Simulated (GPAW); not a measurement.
## ZnAu in GPAW: convergence with convergence criteria

Input of the first run (convergence criteria density=0.001 energy=0.01 eigenstates=0.0001); the others differ in this setting and in those tied to it:

File run.py:

```python
from ase import Atoms
from ase.dft.bandgap import bandgap
from ase.io import write
from ase.units import GPa
from gpaw import GPAW, PW

atoms = Atoms(['Au', 'Zn'],
              cell=[[3.147, 0.0, 0.0],
                    [0.0, 3.147, 0.0],
                    [0.0, 0.0, 3.147]],
              scaled_positions=[[0.0, 0.0, 0.0],
                                [0.5, 0.5, 0.5]],
              pbc=True)

calc = GPAW(mode=PW(600),
            xc='LDA',
            kpts={'size': (8, 8, 8), 'gamma': True},
            occupations={'name': 'fermi-dirac', 'width': 0.05},
            nbands=22,
            convergence={'density': 0.001, 'energy': 0.01, 'eigenstates': 0.0001},
            maxiter=100,
            txt='gpaw.txt')
atoms.calc = calc
energy = atoms.get_potential_energy()
forces = atoms.get_forces()
stress = atoms.get_stress()
calc.write('gs.gpw')
write('result.traj', atoms)
print(f'Energy: {energy:.6f} eV')
print('Forces (eV/A):')
print(forces.round(4))
print('Stress (GPa):', (stress / GPa).round(3))
print('Fermi level:', round(calc.get_fermi_level(), 4), 'eV')
print(f'Gap: {bandgap(calc)[0]:.4f} eV, direct: {bandgap(calc, direct=True)[0]:.4f} eV')
```

Potentials or basis: the program's PAW data sets (release 1.2.1) made for this functional, pw.

The run is started by

```bash
$ OMP_NUM_THREADS=1 python run.py
```

Hardware: 1 thread of Arm Neoverse V2, with other jobs on the host.

Q: The values tried are density=0.001 energy=0.01 eigenstates=0.0001, default, density=1e-05 energy=1e-05, density=1e-05 forces=0.0001, density=1e-06 energy=1e-06 eigenstates=1e-10, loosest first. From which on does the pressure stay within 0.1 GPa of the tightest run that finished?

A: From default on.

```
                        convergence criteria  energy less the tightest run, at zero smearing (meV/atom)  pressure (GPa)  SCF cycles  CPU time (s)  peak memory (GiB)
density=0.001 energy=0.01 eigenstates=0.0001                                                       0.00           -6.16           6           8.7               0.15
                                     default                                                       0.00           -6.02           9            11               0.15
                  density=1e-05 energy=1e-05                                                       0.00           -6.01          10            13               0.15
                 density=1e-05 forces=0.0001                                                       0.00           -6.01          11            13               0.15
density=1e-06 energy=1e-06 eigenstates=1e-10                                                       0.00           -6.01          11            14               0.15
```

Against the tightest run, the energy stays within 1 meV/atom from density=0.001 energy=0.01 eigenstates=0.0001 on. The tightest run that finished is the yardstick and may itself not be fully converged.

Caveat, for the tightest run too: with this Au data set, volumes or pressures lay over 1.5 % or 2 GPa off other programs in two to four cells of ten. The run has no spin-orbit coupling, so splittings on Au are missing.
